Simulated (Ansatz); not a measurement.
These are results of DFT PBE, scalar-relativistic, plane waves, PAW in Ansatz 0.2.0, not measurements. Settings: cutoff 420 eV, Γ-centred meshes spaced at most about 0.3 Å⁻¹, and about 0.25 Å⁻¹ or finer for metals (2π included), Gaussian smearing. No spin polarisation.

All energies are static (0 K, no zero-point motion).

Two forms of Ti3Se were relaxed alike.

A.

```yaml
crystal:
  lattice:
    - [3.19695, 0.00000, 0.00000]
    - [-1.59848, 2.76864, 0.00000]
    - [0.00000, 0.00000, 7.95328]
  atoms:
    - { symbol: Ti, position: [0.33333, 0.66667, 0.22719] }
    - { symbol: Ti, position: [0.33333, 0.66667, 0.77281] }
    - { symbol: Ti, position: [0.66667, 0.33333, 0.50000] }
    - { symbol: Se, position: [0.00000, 0.00000, 0.00000] }
```

B.

```yaml
crystal:
  lattice:
    - [5.03455, 0.00000, 0.00000]
    - [0.00000, 5.03455, 0.00000]
    - [0.00000, 0.00000, 5.03455]
  atoms:
    - { symbol: Ti, position: [0.00000, 0.50000, 0.25000] }
    - { symbol: Ti, position: [0.00000, 0.50000, 0.75000] }
    - { symbol: Ti, position: [0.25000, 0.00000, 0.50000] }
    - { symbol: Ti, position: [0.75000, 0.00000, 0.50000] }
    - { symbol: Ti, position: [0.50000, 0.75000, 0.00000] }
    - { symbol: Ti, position: [0.50000, 0.25000, 0.00000] }
    - { symbol: Se, position: [0.00000, 0.00000, 0.00000] }
    - { symbol: Se, position: [0.50000, 0.50000, 0.50000] }
```

Question: Which is lower in energy, and by how much?

Answer: A is lower, by 96 meV/atom. A has space group P-6m2 (No. 187), 17.6 Å³/atom and no gap on its mesh; B has space group Pm-3n (No. 223), 16.0 Å³/atom and no gap. Counting Ti atoms around Se (those within 1.25 times the shortest such distance or 1.15 times the sum of covalent radii), A has Se 6 and B has Se 12. The lower one is the more open, so pressure narrows the difference. Origin: A, reached from a Materials Project cell; B, invented. The lowest form computed isn't among them: it has space group P4/mmm (No. 123), 16.3 Å³/atom and lies 11 meV/atom below the best shown.

Cells relaxed within their symmetry can be saddle points. Some candidate types were left out of the draw beforehand, so a known form may be missing.
